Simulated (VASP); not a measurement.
# Sb2Se3 (Antimonselite) (Pnma) in VASP: notebook, part 2 of 2

VASP 6.6.1. Earlier steps stand in the parts before.

### 3 Relaxation of cell and atoms, PBE

This run uses another cell than the first one, of 29.60 Å³/atom, 1.092 times its volume.

Contents of INCAR:

```
  PREC = Accurate
  ENCUT = 300
  EDIFF = 1E-7
  ISMEAR = 0
  SIGMA = 0.03
  LREAL = False
  LASPH = True
  NELM = 80
  ALGO = Normal
  ISIF = 3
  LWAVE = False
  LCHARG = False
  GGA = PE
  IBRION = 2
  NSW = 90
  EDIFFG = -0.005
```

Contents of KPOINTS:

```
Automatic mesh
0
Gamma
  2 4 2
```

Contents of POSCAR:

```
Sb2Se3                                  
1.0
   12.7233094848      0.0000000000      0.0000000000
    0.0000000000      4.0431439541      0.0000000000
    0.0000000000     -0.0000000000     11.5069527034
  Sb              Se            
     8    12
Direct
     0.0339035751762634    0.2500000000000000    0.3315339772657314
     0.9660964248237368    0.7500000000000000    0.6684660227342685
     0.4660964248237366    0.7500000000000000    0.8315339772657315
     0.5339035751762632    0.2500000000000000    0.1684660227342686
     0.1384050948289948    0.7500000000000000    0.0372820811256744
     0.8615949051710052    0.2500000000000000    0.9627179188743256
     0.3615949051710051    0.2500000000000000    0.5372820811256744
     0.6384050948289948    0.7500000000000000    0.4627179188743256
     0.0485143511542358    0.2500000000000000    0.8667992082082039
     0.9514856488457646    0.7500000000000000    0.1332007917917962
     0.4514856488457642    0.7500000000000000    0.3667992082082037
     0.5485143511542354    0.2500000000000000    0.6332007917917961
     0.1270838969356891    0.7500000000000000    0.4509361447806424
     0.8729161030643109    0.2500000000000000    0.5490638552193575
     0.3729161030643110    0.2500000000000000    0.9509361447806425
     0.6270838969356891    0.7500000000000000    0.0490638552193576
     0.2049406595177347    0.2500000000000000    0.1910422826182203
     0.7950593404822652    0.7500000000000000    0.8089577173817795
     0.2950593404822652    0.7500000000000000    0.6910422826182205
     0.7049406595177348    0.2500000000000000    0.3089577173817797
```

Potentials or basis: VASP PAW PBE potentials, release 64 (Sb, Se).

Command:

```
$ cat potpaw_PBE.64/Sb/POTCAR potpaw_PBE.64/Se/POTCAR > POTCAR
$ mpirun -np 4 vasp_std > vasp.out
```

Run time: 9.9 min. Hardware: 4 MPI ranks of Intel Xeon Platinum 8488C (Sapphire Rapids), shared host; peak memory 0.21 GiB.

It converged, with:

| Item | Value |
| --- | --- |
| Free energy | -80.4591 eV |
| Relaxed volume | 29.64 Å³/atom |
| Relaxed cell | a = 12.755 Å, b = 4.042 Å, c = 11.498 Å, α = 90.00°, β = 90.00°, γ = 90.00° |
| Space group after relaxing (to 0.05 Å) | Pnma (No. 62) |
| Energy gained by relaxing | 0.0 meV/atom |
| Ionic steps | 17 |
| Pressure after relaxing | 0.0 GPa |
| Largest force after relaxing | 0.003 eV/Å |
| Band gap on the k mesh | 0.84 eV, indirect (least direct gap 1.00 eV) |

Forces on the atoms (eV/Å):
```
Sb  -0.002  0.000  0.002
Sb   0.002  0.000 -0.002
Sb   0.002  0.000  0.002
Sb  -0.002  0.000 -0.002
Sb   0.000  0.000 -0.003
Sb   0.000  0.000  0.003
Sb   0.000  0.000 -0.003
Sb   0.000  0.000  0.003
Se   0.002  0.000 -0.001
Se  -0.002  0.000  0.001
Se  -0.002  0.000 -0.001
Se   0.002  0.000  0.001
Se   0.002  0.000  0.000
Se  -0.002  0.000  0.000
Se  -0.002  0.000  0.000
Se   0.002  0.000  0.000
Se   0.003  0.000 -0.001
Se  -0.003  0.000  0.001
Se  -0.003  0.000 -0.001
Se   0.003  0.000  0.001
```

Step by step:
| step | energy change (eV) | largest force (eV/Å) | pressure (GPa) | volume (Å³) |
| --- | --- | --- | --- | --- |
| 1 | 0.0000 | 0.0090 | 0.02 | 591.94 |
| 2 | 0.0000 | 0.0081 | -0.01 | 592.22 |
| 3 | 0.0000 | 0.0091 | -0.02 | 592.28 |
| 4 | -0.0001 | 0.0085 | -0.02 | 592.27 |
| 5 | -0.0001 | 0.0089 | -0.01 | 592.27 |
| 6 | -0.0001 | 0.0123 | 0.00 | 592.26 |
| 7 | -0.0001 | 0.0104 | -0.01 | 592.26 |
| 8 | -0.0002 | 0.0058 | 0.01 | 592.13 |
| 9 | -0.0002 | 0.0062 | 0.02 | 592.09 |
| 10 | -0.0002 | 0.0056 | 0.00 | 592.30 |
| 11 | -0.0002 | 0.0084 | -0.01 | 592.51 |
| 12 | -0.0002 | 0.0066 | -0.01 | 592.58 |
| 13 | -0.0003 | 0.0082 | -0.01 | 592.77 |
| 14 | -0.0003 | 0.0090 | 0.00 | 592.83 |
| 15 | -0.0003 | 0.0058 | 0.00 | 592.80 |
| 16 | -0.0004 | 0.0060 | 0.02 | 592.75 |
| 17 | -0.0004 | 0.0035 | 0.01 | 592.85 |

Final structure:
```xyz
20
Lattice="12.7549 0.0000 0.0000 0.0000 4.0423 0.0000 0.0000 0.0000 11.4984" Properties=species:S:1:pos:R:3 pbc="T T T"
Sb    0.4392    1.0106    3.8145
Sb   12.3158    3.0317    7.6839
Sb    5.9383    3.0317    9.5637
Sb    6.8166    1.0106    1.9347
Sb    1.7614    3.0317    0.4284
Sb   10.9935    1.0106   11.0700
Sb    4.6160    1.0106    6.1776
Sb    8.1389    3.0317    5.3208
Se    0.6154    1.0106    9.9644
Se   12.1396    3.0317    1.5340
Se    5.7621    3.0317    4.2152
Se    6.9929    1.0106    7.2832
Se    1.6219    3.0317    5.1923
Se   11.1330    1.0106    6.3061
Se    4.7556    1.0106   10.9415
Se    7.9994    3.0317    0.5569
Se    2.6129    1.0106    2.1974
Se   10.1421    3.0317    9.3010
Se    3.7646    3.0317    7.9466
Se    8.9903    1.0106    3.5518
```

Levels at points of the mesh, in eV from the valence-band top:
| k point | band 54 | band 55 | band 56 | band 57 | band 58 | band 59 |
| --- | --- | --- | --- | --- | --- | --- |
| (0.00, 0.00, 0.00) | -0.20 | -0.19 | -0.09 | 1.05 | 1.22 | 1.27 |
| (0.50, 0.00, 0.00) | -0.33 | 0.00 | 0.00 | 1.00 | 1.00 | 1.33 |
| (0.00, 0.50, 0.00) | -0.60 | -0.33 | -0.33 | 1.80 | 1.80 | 1.89 |
| (0.50, 0.50, 0.00) | -0.44 | -0.44 | -0.44 | 1.86 | 1.86 | 1.86 |
| (0.00, 0.00, 0.50) | -0.29 | -0.27 | -0.27 | 0.84 | 0.84 | 1.55 |
| (0.50, 0.00, 0.50) | -0.43 | -0.33 | -0.33 | 0.84 | 0.84 | 1.58 |
| (0.00, 0.50, 0.50) | -0.81 | -0.70 | -0.70 | 1.49 | 1.49 | 1.75 |
| (0.50, 0.50, 0.50) | -0.84 | -0.84 | -0.84 | 1.71 | 1.71 | 1.71 |

Caveat: spin-orbit coupling is left out, which moves the levels of the heavy elements.

### 4 Relaxation of cell and atoms, PBE+D3(BJ)

Contents of INCAR:

```
SYSTEM = Sb2Se3
  PREC = Accurate
  ENCUT = 600
  EDIFF = 1E-6
  ISMEAR = 0
  SIGMA = 0.03
  LREAL = .False.
  LASPH = .True.
  NELM = 80
  ALGO = Normal
  ISIF = 3
  LWAVE = .False.
  LCHARG = .False.
  GGA = PE
  IVDW = 12
  IBRION = 2
  NSW = 90
  EDIFFG = -0.01
  KPAR = 4
```

Contents of KPOINTS:

```
regular mesh
0
Gamma
  4 8 4
  0 0 0
```

Contents of POSCAR:

```
Sb2Se3
1.0
   11.7700000000      0.0000000000      0.0000000000
    0.0000000000      3.9620000000      0.0000000000
    0.0000000000      0.0000000000     11.6200000000
Sb Se
8 12
Direct
    0.0305000000      0.2500000000      0.3280000000
    0.9695000000      0.7500000000      0.6720000000
    0.4695000000      0.7500000000      0.8280000000
    0.5305000000      0.2500000000      0.1720000000
    0.1478000000      0.7500000000      0.0397000000
    0.8522000000      0.2500000000      0.9603000000
    0.3522000000      0.2500000000      0.5397000000
    0.6478000000      0.7500000000      0.4603000000
    0.0534000000      0.2500000000      0.8732000000
    0.9466000000      0.7500000000      0.1268000000
    0.4466000000      0.7500000000      0.3732000000
    0.5534000000      0.2500000000      0.6268000000
    0.1302000000      0.7500000000      0.4434000000
    0.8698000000      0.2500000000      0.5566000000
    0.3698000000      0.2500000000      0.9434000000
    0.6302000000      0.7500000000      0.0566000000
    0.2132000000      0.2500000000      0.1935000000
    0.7868000000      0.7500000000      0.8065000000
    0.2868000000      0.7500000000      0.6935000000
    0.7132000000      0.2500000000      0.3065000000
```

Command:

```
$ cat potpaw_PBE.64/Sb/POTCAR potpaw_PBE.64/Se/POTCAR > POTCAR
$ mpirun -np 4 vasp_std > vasp.out
```

It took 1.7 h on 4 MPI ranks of Intel Xeon 6975P-C (Granite Rapids), shared host; peak memory 1.7 GiB.

It converged, with:

* Free energy: -88.1099 eV
* Relaxed volume: 26.37 Å³/atom
* Relaxed cell: a = 11.656 Å, b = 3.987 Å, c = 11.348 Å, α = 90.00°, β = 90.00°, γ = 90.00°
* Space group after relaxing (to 0.05 Å): Pnma (No. 62)
* Energy gained by relaxing: 10.9 meV/atom
* Ionic steps: 27
* Pressure after relaxing: 0.0 GPa
* Largest force after relaxing: 0.009 eV/Å
* Band gap on the k mesh: 0.82 eV, indirect (least direct gap 0.84 eV)
* Dispersion energy per atom: -0.407 eV

Forces on the atoms (eV/Å):
```
Sb   0.000  0.000 -0.004
Sb   0.000  0.000  0.004
Sb   0.000  0.000 -0.004
Sb   0.000  0.000  0.004
Sb  -0.002  0.000  0.004
Sb   0.002  0.000 -0.004
Sb   0.002  0.000  0.004
Sb  -0.002  0.000 -0.004
Se  -0.002  0.000 -0.003
Se   0.002  0.000  0.003
Se   0.002  0.000 -0.003
Se  -0.002  0.000  0.003
Se   0.000  0.000 -0.005
Se   0.000  0.000  0.005
Se   0.000  0.000 -0.005
Se   0.000  0.000  0.005
Se  -0.006  0.000  0.007
Se   0.006  0.000 -0.007
Se   0.006  0.000  0.007
Se  -0.006  0.000 -0.007
```

Step by step:
```tsv
step	energy change (eV)	largest force (eV/Å)	pressure (GPa)	volume (Å³)
1	0.0000	0.4902	0.99	541.87
2	-0.0653	0.1171	-1.38	555.16
3	-0.0859	0.1577	-0.63	550.69
4	-0.1296	0.1403	-0.42	545.28
5	-0.1730	0.1424	0.24	531.62
6	-0.1907	0.1224	-0.12	531.54
7	-0.1920	0.1374	-0.26	531.50
8	-0.2015	0.0805	0.30	526.43
9	-0.2021	0.0777	0.18	527.47
10	-0.2073	0.0573	-0.03	529.09
11	-0.2076	0.0626	-0.10	529.61
12	-0.2109	0.0678	0.05	528.75
13	-0.2113	0.0720	0.11	528.41
14	-0.2138	0.0547	-0.05	529.53
15	-0.2140	0.0509	-0.13	530.09
16	-0.2159	0.0454	-0.02	528.90
17	-0.2159	0.0457	0.01	528.61
18	-0.2168	0.0249	-0.02	528.60
19	-0.2171	0.0337	-0.07	528.59
20	-0.2176	0.0260	0.01	527.83
21	-0.2177	0.0309	0.06	527.36
22	-0.2181	0.0158	0.02	527.38
23	-0.2183	0.0208	0.00	527.40
24	-0.2185	0.0131	0.00	527.35
25	-0.2185	0.0110	0.01	527.31
26	-0.2185	0.0126	0.01	527.30
27	-0.2187	0.0093	0.01	527.41
```

Final structure:
```
Sb Se
1.0
    11.65645    0.00000    0.00000
     0.00000    3.98698    0.00000
     0.00000    0.00000   11.34844
Sb Se
8 12
Direct
  0.01947 0.25000 0.32899
  0.98053 0.75000 0.67101
  0.48053 0.75000 0.82899
  0.51947 0.25000 0.17101
  0.15190 0.75000 0.03916
  0.84810 0.25000 0.96084
  0.34810 0.25000 0.53916
  0.65190 0.75000 0.46084
  0.05570 0.25000 0.86736
  0.94430 0.75000 0.13264
  0.44430 0.75000 0.36736
  0.55570 0.25000 0.63264
  0.12889 0.75000 0.44701
  0.87111 0.25000 0.55299
  0.37111 0.25000 0.94701
  0.62889 0.75000 0.05299
  0.21650 0.25000 0.19833
  0.78350 0.75000 0.80167
  0.28350 0.75000 0.69833
  0.71650 0.25000 0.30167
```

Levels at points of the mesh, in eV from the valence-band top:
```csv
k point,band 52,band 53,band 54,band 55,band 56,band 57,band 58,band 59,band 60,band 61
"(0.00, 0.00, 0.00)",-0.67,-0.48,-0.21,-0.14,-0.13,0.91,1.17,1.21,1.46,1.71
"(0.50, 0.00, 0.00)",-0.64,-0.29,-0.29,-0.04,-0.04,1.04,1.04,1.22,1.22,1.77
"(0.00, 0.50, 0.00)",-1.21,-0.73,-0.73,-0.28,-0.28,1.39,1.39,1.70,1.70,1.84
"(0.50, 0.50, 0.00)",-1.28,-0.46,-0.46,-0.46,-0.46,1.72,1.72,1.72,1.72,2.06
"(0.00, 0.00, 0.50)",-0.90,-0.40,-0.40,-0.26,-0.26,0.92,0.92,1.61,1.61,1.74
"(0.50, 0.00, 0.50)",-0.84,-0.47,-0.47,-0.40,-0.40,0.93,0.93,1.69,1.69,1.79
"(0.00, 0.50, 0.50)",-1.31,-0.81,-0.81,-0.65,-0.65,1.26,1.26,1.58,1.58,2.34
"(0.50, 0.50, 0.50)",-1.19,-0.95,-0.95,-0.95,-0.95,1.53,1.53,1.53,1.53,2.02
```

Caveat: spin-orbit coupling is left out, which moves the levels of the heavy elements. A k mesh can miss the band edges.

### 5 Relaxation of cell and atoms, PBE+D3(BJ)

This run uses another cell than the first one, of 26.37 Å³/atom, 0.973 times its volume.

Changes to INCAR since step 4:

```diff
@@ -3,3 +3,3 @@
   ENCUT = 600
-  EDIFF = 1E-6
+  EDIFF = 1E-7
   ISMEAR = 0
@@ -17,3 +17,3 @@
   NSW = 90
-  EDIFFG = -0.01
+  EDIFFG = -0.005
   KPAR = 4
```

KPOINTS is that of step 4.

Contents of POSCAR:

```
Sb2Se3                                  
1.0
   11.6564451304      0.0000000000      0.0000000000
    0.0000000000      3.9869755997      0.0000000000
    0.0000000000      0.0000000000     11.3484443575
  Sb              Se            
     8    12
Direct
     0.0194738462180613    0.2500000000000000    0.3289893710338485
     0.9805261537819387    0.7500000000000000    0.6710106289661515
     0.4805261537819387    0.7500000000000000    0.8289893710338485
     0.5194738462180613    0.2500000000000000    0.1710106289661516
     0.1519037390687122    0.7500000000000000    0.0391635042273367
     0.8480962609312879    0.2500000000000000    0.9608364957726632
     0.3480962609312878    0.2500000000000000    0.5391635042273368
     0.6519037390687121    0.7500000000000000    0.4608364957726633
     0.0556967027421572    0.2500000000000000    0.8673636619335836
     0.9443032972578428    0.7500000000000000    0.1326363380664166
     0.4443032972578428    0.7500000000000000    0.3673636619335833
     0.5556967027421572    0.2500000000000000    0.6326363380664164
     0.1288874955183457    0.7500000000000000    0.4470134634123208
     0.8711125044816544    0.2500000000000000    0.5529865365876794
     0.3711125044816542    0.2500000000000000    0.9470134634123206
     0.6288874955183456    0.7500000000000000    0.0529865365876792
     0.2164974684933733    0.2500000000000000    0.1983257649435355
     0.7835025315066267    0.7500000000000000    0.8016742350564646
     0.2835025315066267    0.7500000000000000    0.6983257649435354
     0.7164974684933733    0.2500000000000000    0.3016742350564645
```

Command:

```
$ cat potpaw_PBE.64/Sb/POTCAR potpaw_PBE.64/Se/POTCAR > POTCAR
$ mpirun -np 4 vasp_std > vasp.out
```

It took 20 min on 4 MPI ranks of Intel Xeon 6975P-C (Granite Rapids), shared host; peak memory 1.7 GiB.

Results (log left out):

```yaml
Free_energy: -88.1095 eV
Relaxed_volume: 26.38 Å³/atom
Relaxed_cell: a = 11.655 Å, b = 3.988 Å, c = 11.348 Å, α = 90.00°, β = 90.00°, γ = 90.00°
Space_group_after_relaxing_to_0.05_Å: Pnma (No. 62)
Energy_gained_by_relaxing: 0.0 meV/atom
Ionic_steps: 4
Pressure_after_relaxing: 0.0 GPa
Largest_force_after_relaxing: 0.005 eV/Å
Band_gap_on_the_k_mesh: 0.82 eV, indirect (least direct gap 0.84 eV)
Dispersion_energy_per_atom: -0.407 eV
```

Forces on the atoms (eV/Å):
```
Sb  -0.005  0.000  0.001
Sb   0.005  0.000 -0.001
Sb   0.005  0.000  0.001
Sb  -0.005  0.000 -0.001
Sb   0.000  0.000  0.002
Sb   0.000  0.000 -0.002
Sb   0.000  0.000  0.002
Sb   0.000  0.000 -0.002
Se   0.003  0.000  0.000
Se  -0.003  0.000  0.000
Se  -0.003  0.000  0.000
Se   0.003  0.000  0.000
Se   0.000  0.000 -0.003
Se   0.000  0.000  0.003
Se   0.000  0.000 -0.003
Se   0.000  0.000  0.003
Se   0.000  0.000  0.000
Se   0.000  0.000  0.000
Se   0.000  0.000  0.000
Se   0.000  0.000  0.000
```

Final structure:
```xyz
20
Lattice="11.6555 0.0000 0.0000 0.0000 3.9883 0.0000 0.0000 0.0000 11.3480" Properties=species:S:1:pos:R:3 pbc="T T T"
Sb    0.2268    0.9971    3.7330
Sb   11.4286    2.9912    7.6150
Sb    5.6009    2.9912    9.4070
Sb    6.0546    0.9971    1.9410
Sb    1.7703    2.9912    0.4452
Sb    9.8852    0.9971   10.9028
Sb    4.0574    0.9971    6.1192
Sb    7.5981    2.9912    5.2288
Se    0.6491    0.9971    9.8425
Se   11.0063    2.9912    1.5055
Se    5.1786    2.9912    4.1685
Se    6.4769    0.9971    7.1795
Se    1.5021    2.9912    5.0718
Se   10.1534    0.9971    6.2762
Se    4.3257    0.9971   10.7458
Se    7.3298    2.9912    0.6022
Se    2.5225    0.9971    2.2515
Se    9.1330    2.9912    9.0965
Se    3.3053    2.9912    7.9255
Se    8.3502    0.9971    3.4225
```

Levels at points of the mesh, in eV from the valence-band top:
```
           k point  band 54  band 55  band 56  band 57  band 58  band 59
(0.00, 0.00, 0.00)    -0.21    -0.14    -0.13     0.91     1.17     1.21
(0.50, 0.00, 0.00)    -0.29    -0.04    -0.04     1.04     1.04     1.22
(0.00, 0.50, 0.00)    -0.73    -0.28    -0.28     1.39     1.39     1.70
(0.50, 0.50, 0.00)    -0.46    -0.46    -0.46     1.73     1.73     1.73
(0.00, 0.00, 0.50)    -0.40    -0.26    -0.26     0.92     0.92     1.61
(0.50, 0.00, 0.50)    -0.46    -0.41    -0.41     0.93     0.93     1.69
(0.00, 0.50, 0.50)    -0.81    -0.65    -0.65     1.26     1.26     1.58
(0.50, 0.50, 0.50)    -0.95    -0.95    -0.95     1.53     1.53     1.53
```

Caveat: spin-orbit coupling is left out, which moves the levels of the heavy elements. Expect the measured gap to be larger: semilocal functionals such as PBE lack the derivative discontinuity.
